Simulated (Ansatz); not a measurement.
## How strain moves the resistance of the fcc Cu(111) / fcc Rh(111) interface

Aim: 2AR of the fcc Cu(111) / fcc Rh(111) interface for nine common in-plane spacings, from one metal's own to the other's.

Program: Ansatz 0.2.0. Level of theory: Ansatz plane-wave DFT, PBE, PAW files; ballistic transport by layer matching (Landauer), zero bias; PAW set soft_1. Results are calculated unless marked as measured.

This is a report of a sequence of runs, with most program output left out.

## 1. Set-up

The cell holds 18 atoms: 9 Cu and 9 Rh. Cell: a = 2.556 Å, b = 2.556 Å, c = 40.656 Å, α = 90.0°, β = 90.0°, γ = 120.0°. It derives from Cu and Rh. Regions: Cu, 9 atoms (9 Cu); Rh, 9 atoms (9 Rh). The structure's axis is c.

## 2. Transmission, spacing 1 of 9

The common spacing is 2.556 Å, 0/8 of the way from Cu to Rh; layer distances follow from each metal's atomic volume. The leads are named in the middle of each metal, so that one interface alone is crossed. Energies from -0.06 to 0.06 eV in steps of 0.04 eV are too few for the program's thermal sum, so it prints no conductance; for a metal the transmission near the Fermi level serves, at a fraction of the cost.

The input, input.yaml:

```yaml
crystal:
  lattice:
    - [2.5561627297, 0.0, 0.0]
    - [-1.2780813649, 2.2137018601, 0.0]
    - [0.0, 0.0, 40.6558644139]
  atoms:
    - { symbol: Cu, position: [0.0, 0.0, 0.0245966975] }
    - { symbol: Cu, position: [0.3333333333, 0.6666666667, 0.0759324189] }
    - { symbol: Cu, position: [0.6666666667, 0.3333333333, 0.1272681403] }
    - { symbol: Cu, position: [0.0, 0.0, 0.1786038618] }
    - { symbol: Cu, position: [0.3333333333, 0.6666666667, 0.2299395832] }
    - { symbol: Cu, position: [0.6666666667, 0.3333333333, 0.2812753046] }
    - { symbol: Cu, position: [0.0, 0.0, 0.332611026] }
    - { symbol: Cu, position: [0.3333333333, 0.6666666667, 0.3839467474] }
    - { symbol: Cu, position: [0.6666666667, 0.3333333333, 0.4352824688] }
    - { symbol: Rh, position: [0.0, 0.0, 0.4908380243] }
    - { symbol: Rh, position: [0.3333333333, 0.6666666667, 0.550613414] }
    - { symbol: Rh, position: [0.6666666667, 0.3333333333, 0.6103888038] }
    - { symbol: Rh, position: [0.0, 0.0, 0.6701641935] }
    - { symbol: Rh, position: [0.3333333333, 0.6666666667, 0.7299395832] }
    - { symbol: Rh, position: [0.6666666667, 0.3333333333, 0.7897149729] }
    - { symbol: Rh, position: [0.0, 0.0, 0.8494903626] }
    - { symbol: Rh, position: [0.3333333333, 0.6666666667, 0.9092657523] }
    - { symbol: Rh, position: [0.6666666667, 0.3333333333, 0.969041142] }
kpoints:
  mp_grid: { grid: [17, 17, 1] }
hamiltonian:
  xc: pbe
  pseudopotentials: { kind: paw, azcp: { folder: soft_1 } }
scf:
  occupations: { method: fermi_dirac, width: 0.1 }
output:
  transmission:
    leads: [[3, 4], [12, 13]]
    kmesh: [46, 46]
    e_range: [-0.06, 0.06]
    de: 0.04
  write_potential: true
  write_density: true
  volumetric_format: npy
```

The run is started by

```bash
$ ansatz run input.yaml --threads 4 --pin off --max-ram 15360MiB --backend cpu --events-out ev --progress --plain --runs-dir out
```

The job ended after 64 s (4 threads of Arm Neoverse V1, shared host; peak memory 1.8 GiB).

This step gave:

```yaml
free_energy: -117250.9956 eV
energy_at_zero_smearing: -117250.7253 eV
fermi_energy: 19.57 eV
cell_area: 5.659 Å²
transmission_per_spin_nearest_the_fermi_level: 0.6662
open_channels_per_spin_nearest_the_fermi_level: 0.8039
open_channels_per_spin_upper_lead: 1.691
step_of_the_lead_s_potential: 5.1 meV
step_of_the_upper_lead_s_potential: 2.7 meV
```

Per spin. The transmission, zone mean by energy, zero at the Fermi level:

| energy (eV) | transmission, zone mean |
| --- | --- |
| -0.0600 | 0.653 |
| -0.0200 | 0.666 |
| 0.0200 | 0.676 |
| 0.0600 | 0.675 |

Per spin. Table of open channels, zone mean by energy, zero at the Fermi level:

| energy (eV) | lead | upper lead |
| --- | --- | --- |
| -0.0600 | 0.798 | 1.68 |
| -0.0200 | 0.804 | 1.69 |
| 0.0200 | 0.812 | 1.68 |
| 0.0600 | 0.807 | 1.66 |

Transmission over k1 and k2. At -0.0200 eV from the Fermi level (the log's summary may quote the solved energy on the other side of it).

Values, 12 rows by 16 columns, each cell a mean:
```
0.349 0.731 0.918 0.961 0.960 0.959 0.917 0.751 0.388 0.355 0.066 0.037 0.004 0.054 0.062 0.197
0.785 0.973 0.995 0.973 0.980 0.980 0.987 0.963 0.978 0.887 0.452 0.038 0.000 0.000 0.000 0.073
0.879 0.989 0.964 0.960 0.971 0.955 0.956 0.964 0.972 0.963 0.973 0.676 0.092 0.000 0.000 0.016
0.876 0.986 0.981 0.966 0.949 0.904 0.869 0.887 0.936 0.964 0.971 0.984 0.835 0.281 0.006 0.060
0.772 0.989 0.982 0.959 0.920 0.809 0.505 0.325 0.600 0.859 0.940 0.969 0.989 0.923 0.418 0.194
0.369 0.900 0.967 0.970 0.947 0.821 0.247 0.000 0.000 0.366 0.842 0.955 0.948 0.990 0.892 0.250
0.233 0.645 0.974 0.960 0.963 0.920 0.721 0.168 0.000 0.042 0.675 0.906 0.972 0.942 0.987 0.733
0.322 0.111 0.629 0.972 0.985 0.956 0.926 0.829 0.609 0.569 0.777 0.899 0.953 0.966 0.994 0.920
0.305 0.000 0.033 0.440 0.925 0.986 0.973 0.955 0.938 0.908 0.913 0.948 0.974 0.960 0.992 0.950
0.301 0.000 0.000 0.000 0.238 0.834 0.987 0.961 0.972 0.944 0.952 0.965 0.944 0.955 0.996 0.950
0.293 0.000 0.000 0.000 0.000 0.112 0.598 0.903 0.964 0.996 0.993 0.992 0.995 0.995 0.958 0.846
0.193 0.210 0.235 0.218 0.220 0.252 0.321 0.199 0.393 0.774 0.866 0.904 0.905 0.881 0.764 0.286
```
Columns: k1 (b1) from -0.5 to 0.478; rows upwards: k2 (b2) from -0.5 to 0.478.

Open channels over k1 and k2. At -0.0200 eV from the Fermi level (the log's summary may quote the solved energy on the other side of it).

Values, 12 rows by 16 columns, each cell a mean:
```
1.00 1.00 1.00 1.00 1.00 1.00 1.00 1.00 1.00 1.00 0.33 0.22 0.03 0.26 0.27 0.78
1.00 1.00 1.00 1.00 1.00 1.00 1.00 1.00 1.00 1.00 0.76 0.12 0.00 0.00 0.00 0.35
1.00 1.00 1.00 1.00 1.00 1.00 1.00 1.00 1.00 1.00 1.00 0.86 0.11 0.00 0.00 0.12
1.00 1.00 1.00 1.00 1.00 1.00 1.00 1.00 1.00 1.00 1.00 1.00 0.94 0.53 0.02 0.30
1.00 1.00 1.00 1.00 1.00 1.00 0.85 0.53 0.87 1.00 1.00 1.00 1.00 1.00 0.77 0.72
1.00 1.00 1.00 1.00 1.00 1.00 0.44 0.00 0.00 0.59 1.00 1.00 1.00 1.00 1.00 1.00
1.00 1.00 1.00 1.00 1.00 1.00 0.98 0.30 0.00 0.12 0.95 1.00 1.00 1.00 1.00 1.00
0.79 0.37 0.90 1.00 1.00 1.00 1.00 1.00 0.88 0.87 1.00 1.00 1.00 1.00 1.00 1.00
0.56 0.00 0.11 0.62 0.98 1.00 1.00 1.00 1.00 1.00 1.00 1.00 1.00 1.00 1.00 1.00
0.56 0.00 0.00 0.00 0.39 0.98 1.00 1.00 1.00 1.00 1.00 1.00 1.00 1.00 1.00 1.00
0.71 0.00 0.00 0.00 0.00 0.27 0.92 1.00 1.00 1.00 1.00 1.00 1.00 1.00 1.00 1.00
1.00 0.63 0.52 0.39 0.39 0.52 0.88 1.00 1.00 1.00 1.00 1.00 1.00 1.00 1.00 1.00
```
Columns: k1 (b1) from -0.5 to 0.478; rows upwards: k2 (b2) from -0.5 to 0.478.

Over the solved energies the transmission per spin lies between 0.653 and 0.676, out of 0.805 channels of the lead on average (up to 0.812).

## 3. Resistance, spacing 1 of 9

This step: Ansatz plane-wave DFT, PBE, PAW files; ballistic transport by layer matching (Landauer), zero bias; specific resistance of one interface, 1/T less the mean of the leads' 1/N; PAW set soft_1 (Ansatz 0.2.0).

This step gave:

```yaml
area_resistance: 0.4228 fΩ m²
t_over_the_leads_mean_channel_count: 0.5377
twice_the_interface_resistance_2ar_or_2ar_star_for_magnets: 0.8456 fΩ m²
```

Twice the interface resistance is 0.846 fΩ m² here.

## 4. Transmission, spacing 2 of 9, in plane spacing 2.5728 Å, lattice of 1/8 of the way from Cu to Rh

The common spacing is 2.573 Å, 1/8 of the way from Cu to Rh; layer distances follow from each metal's atomic volume.

This step: Ansatz plane-wave DFT, PBE, PAW files; ballistic transport by layer matching (Landauer), zero bias; PAW set soft_1 (Ansatz 0.2.0).

The cell differs from the one that the last finished run ended in (a 2.556 → 2.573 Å, b 2.556 → 2.573 Å, c 40.656 → 40.132 Å).

input.yaml, the sections that differ from step 2:

```yaml
crystal:
  lattice:
    - [2.5727921134, 0.0, 0.0]
    - [-1.2863960567, 2.2281033289, 0.0]
    - [0.0, 0.0, 40.1320000721]
  atoms:
    - { symbol: Cu, position: [0.0, 0.0, 0.0249177713] }
    - { symbol: Cu, position: [0.3333333333, 0.6666666667, 0.0762534927] }
    - { symbol: Cu, position: [0.6666666667, 0.3333333333, 0.1275892141] }
    - { symbol: Cu, position: [0.0, 0.0, 0.1789249355] }
    - { symbol: Cu, position: [0.3333333333, 0.6666666667, 0.2302606569] }
    - { symbol: Cu, position: [0.6666666667, 0.3333333333, 0.2815963783] }
    - { symbol: Cu, position: [0.0, 0.0, 0.3329320998] }
    - { symbol: Cu, position: [0.3333333333, 0.6666666667, 0.3842678212] }
    - { symbol: Cu, position: [0.6666666667, 0.3333333333, 0.4356035426] }
    - { symbol: Rh, position: [0.0, 0.0, 0.4911590981] }
    - { symbol: Rh, position: [0.3333333333, 0.6666666667, 0.5509344878] }
    - { symbol: Rh, position: [0.6666666667, 0.3333333333, 0.6107098775] }
    - { symbol: Rh, position: [0.0, 0.0, 0.6704852672] }
    - { symbol: Rh, position: [0.3333333333, 0.6666666667, 0.7302606569] }
    - { symbol: Rh, position: [0.6666666667, 0.3333333333, 0.7900360466] }
    - { symbol: Rh, position: [0.0, 0.0, 0.8498114363] }
    - { symbol: Rh, position: [0.3333333333, 0.6666666667, 0.909586826] }
    - { symbol: Rh, position: [0.6666666667, 0.3333333333, 0.9693622158] }
# kpoints, hamiltonian, scf, output: as in step 2
```

Elapsed: 64 s, on 4 threads; peak memory 1.8 GiB.

Numbers from this step:

```
free energy                                    : -117251.4991 eV
energy at zero smearing                        : -117251.2303 eV
Fermi energy                                   : 19.58 eV
cell area                                      : 5.732 Å²
transmission per spin nearest the Fermi level  : 0.6953
open channels per spin nearest the Fermi level : 0.8209
open channels per spin, upper lead             : 1.729
step of the lead's potential                   : 6.5 meV
step of the upper lead's potential             : 2 meV
```

Per spin. The transmission, zone mean by energy, zero at the Fermi level:

| energy (eV) | transmission, zone mean |
| --- | --- |
| -0.0600 | 0.695 |
| -0.0200 | 0.695 |
| 0.0200 | 0.688 |
| 0.0600 | 0.688 |

Over the solved energies the transmission per spin lies between 0.688 and 0.695, out of 0.821 channels of the lead on average (up to 0.824).

## 5. Resistance, spacing 2 of 9

This step: Ansatz plane-wave DFT, PBE, PAW files; ballistic transport by layer matching (Landauer), zero bias; specific resistance of one interface, 1/T less the mean of the leads' 1/N; PAW set soft_1 (Ansatz 0.2.0).

Numbers from this step:

```yaml
area_resistance: 0.4053 fΩ m²
t_over_the_leads_mean_channel_count: 0.5421
twice_the_interface_resistance_2ar_or_2ar_star_for_magnets: 0.8107 fΩ m²
```

Twice the interface resistance is 0.811 fΩ m² here, against 0.846 in the first run; 54.2 % of the two leads' mean channel count pass, 53.8 % before.

## 6. Transmission, spacing 3 of 9, in plane spacing 2.5894 Å, lattice of 2/8 of the way from Cu to Rh

The common spacing is 2.589 Å, 2/8 of the way from Cu to Rh; layer distances follow from each metal's atomic volume.

This step: Ansatz plane-wave DFT, PBE, PAW files; ballistic transport by layer matching (Landauer), zero bias; PAW set soft_1 (Ansatz 0.2.0).

The cell differs from the one that the last finished run ended in (a 2.573 → 2.589 Å, b 2.573 → 2.589 Å, c 40.132 → 39.618 Å).

input.yaml, the sections that differ from step 4:

```yaml
crystal:
  lattice:
    - [2.5894214972, 0.0, 0.0]
    - [-1.2947107486, 2.2425047977, 0.0]
    - [0.0, 0.0, 39.6181961295]
  atoms:
    - { symbol: Cu, position: [0.0, 0.0, 0.0252409271] }
    - { symbol: Cu, position: [0.3333333333, 0.6666666667, 0.0765766485] }
    - { symbol: Cu, position: [0.6666666667, 0.3333333333, 0.1279123699] }
    - { symbol: Cu, position: [0.0, 0.0, 0.1792480913] }
    - { symbol: Cu, position: [0.3333333333, 0.6666666667, 0.2305838127] }
    - { symbol: Cu, position: [0.6666666667, 0.3333333333, 0.2819195341] }
    - { symbol: Cu, position: [0.0, 0.0, 0.3332552555] }
    - { symbol: Cu, position: [0.3333333333, 0.6666666667, 0.3845909769] }
    - { symbol: Cu, position: [0.6666666667, 0.3333333333, 0.4359266983] }
    - { symbol: Rh, position: [0.0, 0.0, 0.4914822539] }
    - { symbol: Rh, position: [0.3333333333, 0.6666666667, 0.5512576436] }
    - { symbol: Rh, position: [0.6666666667, 0.3333333333, 0.6110330333] }
    - { symbol: Rh, position: [0.0, 0.0, 0.670808423] }
    - { symbol: Rh, position: [0.3333333333, 0.6666666667, 0.7305838127] }
    - { symbol: Rh, position: [0.6666666667, 0.3333333333, 0.7903592024] }
    - { symbol: Rh, position: [0.0, 0.0, 0.8501345921] }
    - { symbol: Rh, position: [0.3333333333, 0.6666666667, 0.9099099818] }
    - { symbol: Rh, position: [0.6666666667, 0.3333333333, 0.9696853715] }
# kpoints, hamiltonian, scf, output: as in step 4
```

Elapsed: 65 s, on 4 threads; peak memory 1.8 GiB.

Numbers from this step:

| Item | Value |
| --- | --- |
| free energy | -117251.9082 eV |
| energy at zero smearing | -117251.6414 eV |
| cell area | 5.807 Å² |
| transmission per spin nearest the Fermi level | 0.7178 |
| open channels per spin nearest the Fermi level | 0.8266 |
| step of the lead's potential | 8 meV |
| step of the upper lead's potential | 1.6 meV |

Per spin. Table of transmission, zone mean by energy, zero at the Fermi level:

| energy (eV) | transmission, zone mean |
| --- | --- |
| -0.0600 | 0.722 |
| -0.0200 | 0.718 |
| 0.0200 | 0.711 |
| 0.0600 | 0.700 |

Over the solved energies the transmission per spin lies between 0.700 and 0.722, out of 0.827 channels of the lead on average (up to 0.829).

## 7. Resistance, spacing 3 of 9

This step: Ansatz plane-wave DFT, PBE, PAW files; ballistic transport by layer matching (Landauer), zero bias; specific resistance of one interface, 1/T less the mean of the leads' 1/N; PAW set soft_1 (Ansatz 0.2.0).

Numbers from this step:

```
area resistance                                           : 0.3828 fΩ m²
T over the leads' mean channel count                      : 0.5558
twice the interface resistance (2AR, or 2AR* for magnets) : 0.7657 fΩ m²
```

Twice the interface resistance is 0.766 fΩ m² here, against 0.846 in the first run; 55.6 % of the two leads' mean channel count pass, 53.8 % before.

## 8. Transmission, spacing 4 of 9, k-mesh 16×16×1, in plane spacing 2.6061 Å

The common spacing is 2.606 Å, 3/8 of the way from Cu to Rh; layer distances follow from each metal's atomic volume.

This step: Ansatz plane-wave DFT, PBE, PAW files; ballistic transport by layer matching (Landauer), zero bias; PAW set soft_1 (Ansatz 0.2.0).

The cell differs from the one that the last finished run ended in (a 2.589 → 2.606 Å, b 2.589 → 2.606 Å, c 39.618 → 39.114 Å).

The input, input.yaml:

```yaml
crystal:
  lattice:
    - [2.6060508809, 0.0, 0.0]
    - [-1.3030254404, 2.2569062664, 0.0]
    - [0.0, 0.0, 39.1141966229]
  atoms:
    - { symbol: Cu, position: [0.0, 0.0, 0.0255661649] }
    - { symbol: Cu, position: [0.3333333333, 0.6666666667, 0.0769018863] }
    - { symbol: Cu, position: [0.6666666667, 0.3333333333, 0.1282376077] }
    - { symbol: Cu, position: [0.0, 0.0, 0.1795733291] }
    - { symbol: Cu, position: [0.3333333333, 0.6666666667, 0.2309090505] }
    - { symbol: Cu, position: [0.6666666667, 0.3333333333, 0.2822447719] }
    - { symbol: Cu, position: [0.0, 0.0, 0.3335804933] }
    - { symbol: Cu, position: [0.3333333333, 0.6666666667, 0.3849162147] }
    - { symbol: Cu, position: [0.6666666667, 0.3333333333, 0.4362519361] }
    - { symbol: Rh, position: [0.0, 0.0, 0.4918074917] }
    - { symbol: Rh, position: [0.3333333333, 0.6666666667, 0.5515828814] }
    - { symbol: Rh, position: [0.6666666667, 0.3333333333, 0.6113582711] }
    - { symbol: Rh, position: [0.0, 0.0, 0.6711336608] }
    - { symbol: Rh, position: [0.3333333333, 0.6666666667, 0.7309090505] }
    - { symbol: Rh, position: [0.6666666667, 0.3333333333, 0.7906844402] }
    - { symbol: Rh, position: [0.0, 0.0, 0.8504598299] }
    - { symbol: Rh, position: [0.3333333333, 0.6666666667, 0.9102352196] }
    - { symbol: Rh, position: [0.6666666667, 0.3333333333, 0.9700106093] }
kpoints:
  mp_grid: { grid: [16, 16, 1] }
hamiltonian:
  xc: pbe
  pseudopotentials: { kind: paw, azcp: { folder: soft_1 } }
scf:
  occupations: { method: fermi_dirac, width: 0.1 }
output:
  transmission:
    leads: [[3, 4], [12, 13]]
    kmesh: [46, 46]
    e_range: [-0.06, 0.06]
    de: 0.04
  write_potential: true
  write_density: true
  volumetric_format: npy
```

Elapsed: 61 s, on 4 threads; peak memory 1.7 GiB.

This step gave:

| Item | Value |
| --- | --- |
| free energy | -117252.2315 eV |
| energy at zero smearing | -117251.9649 eV |
| Fermi energy | 19.57 eV |
| cell area | 5.882 Å² |
| transmission per spin nearest the Fermi level | 0.7273 |
| open channels per spin nearest the Fermi level | 0.8379 |
| open channels per spin, upper lead | 1.758 |
| step of the lead's potential | 7 meV |
| step of the upper lead's potential | 1.1 meV |

Per spin. Transmission, zone mean against energy, zero at the Fermi level:

| energy (eV) | transmission, zone mean |
| --- | --- |
| -0.0600 | 0.727 |
| -0.0200 | 0.727 |
| 0.0200 | 0.719 |
| 0.0600 | 0.716 |

Over the solved energies the transmission per spin lies between 0.716 and 0.727, out of 0.838 channels of the lead on average (up to 0.841).

## 9. Resistance, spacing 4 of 9

This step: Ansatz plane-wave DFT, PBE, PAW files; ballistic transport by layer matching (Landauer), zero bias; specific resistance of one interface, 1/T less the mean of the leads' 1/N; PAW set soft_1 (Ansatz 0.2.0).

This step gave:

```
area resistance                                           : 0.3794 fΩ m²
T over the leads' mean channel count                      : 0.5607
twice the interface resistance (2AR, or 2AR* for magnets) : 0.7588 fΩ m²
```

Twice the interface resistance is 0.759 fΩ m² here, against 0.846 in the first run; 56.1 % of the two leads' mean channel count pass, 53.8 % before.

## 10. Transmission, spacing 5 of 9, k-mesh 16×16×1, in plane spacing 2.6227 Å

The common spacing is 2.623 Å, 4/8 of the way from Cu to Rh; layer distances follow from each metal's atomic volume.

This step: Ansatz plane-wave DFT, PBE, PAW files; ballistic transport by layer matching (Landauer), zero bias; PAW set soft_1 (Ansatz 0.2.0).

The cell differs from the one that the last finished run ended in (a 2.606 → 2.623 Å, b 2.606 → 2.623 Å, c 39.114 → 38.620 Å).

input.yaml, the sections that differ from step 8:

```yaml
crystal:
  lattice:
    - [2.6226802646, 0.0, 0.0]
    - [-1.3113401323, 2.2713077352, 0.0]
    - [0.0, 0.0, 38.6197536779]
  atoms:
    - { symbol: Cu, position: [0.0, 0.0, 0.0258934847] }
    - { symbol: Cu, position: [0.3333333333, 0.6666666667, 0.0772292061] }
    - { symbol: Cu, position: [0.6666666667, 0.3333333333, 0.1285649275] }
    - { symbol: Cu, position: [0.0, 0.0, 0.1799006489] }
    - { symbol: Cu, position: [0.3333333333, 0.6666666667, 0.2312363703] }
    - { symbol: Cu, position: [0.6666666667, 0.3333333333, 0.2825720917] }
    - { symbol: Cu, position: [0.0, 0.0, 0.3339078131] }
    - { symbol: Cu, position: [0.3333333333, 0.6666666667, 0.3852435345] }
    - { symbol: Cu, position: [0.6666666667, 0.3333333333, 0.4365792559] }
    - { symbol: Rh, position: [0.0, 0.0, 0.4921348115] }
    - { symbol: Rh, position: [0.3333333333, 0.6666666667, 0.5519102012] }
    - { symbol: Rh, position: [0.6666666667, 0.3333333333, 0.6116855909] }
    - { symbol: Rh, position: [0.0, 0.0, 0.6714609806] }
    - { symbol: Rh, position: [0.3333333333, 0.6666666667, 0.7312363703] }
    - { symbol: Rh, position: [0.6666666667, 0.3333333333, 0.79101176] }
    - { symbol: Rh, position: [0.0, 0.0, 0.8507871497] }
    - { symbol: Rh, position: [0.3333333333, 0.6666666667, 0.9105625394] }
    - { symbol: Rh, position: [0.6666666667, 0.3333333333, 0.9703379291] }
# kpoints, hamiltonian, scf, output: as in step 8
```

Elapsed: 64 s, on 4 threads; peak memory 1.7 GiB; 4.1 min of CPU time.

This step gave:

- free energy: -117252.4593 eV
- energy at zero smearing: -117252.1968 eV
- cell area: 5.957 Å²
- transmission per spin nearest the Fermi level: 0.7373
- open channels per spin nearest the Fermi level: 0.8492
- open channels per spin, upper lead: 1.741
- step of the lead's potential: 5.6 meV
- step of the upper lead's potential: 1.5 meV

Per spin. Table of transmission, zone mean by energy, zero at the Fermi level:

| energy (eV) | transmission, zone mean |
| --- | --- |
| -0.0600 | 0.736 |
| -0.0200 | 0.737 |
| 0.0200 | 0.733 |
| 0.0600 | 0.741 |

Over the solved energies the transmission per spin lies between 0.733 and 0.741, out of 0.856 channels of the lead on average (up to 0.880).

## 11. Resistance, spacing 5 of 9

This step: Ansatz plane-wave DFT, PBE, PAW files; ballistic transport by layer matching (Landauer), zero bias; specific resistance of one interface, 1/T less the mean of the leads' 1/N; PAW set soft_1 (Ansatz 0.2.0).

This step gave:

- area resistance: 0.3737 fΩ m²
- T over the leads' mean channel count: 0.5672
- twice the interface resistance (2AR, or 2AR* for magnets): 0.7475 fΩ m²

Twice the interface resistance is 0.747 fΩ m² here, against 0.846 in the first run; 56.7 % of the two leads' mean channel count pass, 53.8 % before.

By hand, with T and the leads' channels N averaged over the energies near the Fermi level: RA = A (h/2e²)(1/T − ½[1/N₁ + 1/N₂]) = 5.957×10⁻²⁰ m² × 12 906 Ω × (1/0.7369 − ½[1/0.8563 + 1/1.742]) = 0.374 fΩ m².

[end of part 1 of 2]

[Logs are printed without paths, hosts, clocks, repeated set-up lines and the standing remarks that a program may print on its own settings, such as how far it seeks lower states.]

[Hosts, paths, dates, database ids (printed as entryN), source tags and the programs' standing remarks are cut or masked in the printed files.]
